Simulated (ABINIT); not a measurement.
Here is an ABINIT 10.8.3 (patched build) calculation.

Contents of run.abi:

```
pp_dirpath "./"
pseudos "Ce.GGA_PBE-JTH.xml, O.GGA_PBE-JTH.xml"

acell 2.88809716 2.88809716 2.88809716 Angstrom
rprim
     1.0000000000     0.0000000000     0.0000000000
     0.0000000000     1.0000000000     0.0000000000
     0.0000000000     0.0000000000     1.0000000000
ntypat 2
znucl 58 8
natom 2
typat 1 2
xcart
     0.0000000000     0.0000000000     0.0000000000
     2.7288563269     2.7288563269     2.7288563269

ecut 25.0
pawecutdg 47.0

kptopt 1
ngkpt 7 7 7
nshiftk 1
shiftk 0.0 0.0 0.0

ixc -116133

nband 17
occopt 7
tsmear 0.00183747

nsppol 2
spinat
     0.0000000000     0.0000000000     1.0000000000
     0.0000000000     0.0000000000     0.0000000000

usepawu 1
lpawu 3 -1
upawu 5.0 0.0 eV
jpawu 0.0 0.0 eV

nstep 100
tolvrs 1.0e-9

iomode 3
prtwf 0
prtden 0
prteig 0
prtebands 0
enunit 2
```

Potentials or basis: JTH PAW PBE v2.0.

The run is started by

```sh
$ abinit run.abi > log 2>&1
```

(1) Predict the pressure.

(2) Estimate the net moment.

(3) Estimate the site moments.

## Answers

(1) 44.1 GPa.

(2) 0.93 μB per cell.

(3) Ce +0.85; O -0.01 μB.

Caveat: the magnetic or orbital state may not be the lowest; a pressure of tens of GPa on the cell as given is suspect, and the run, the potentials or the cell itself is likely at fault; the PAW data sets were made with another functional, which shifts forces and pressure a little.
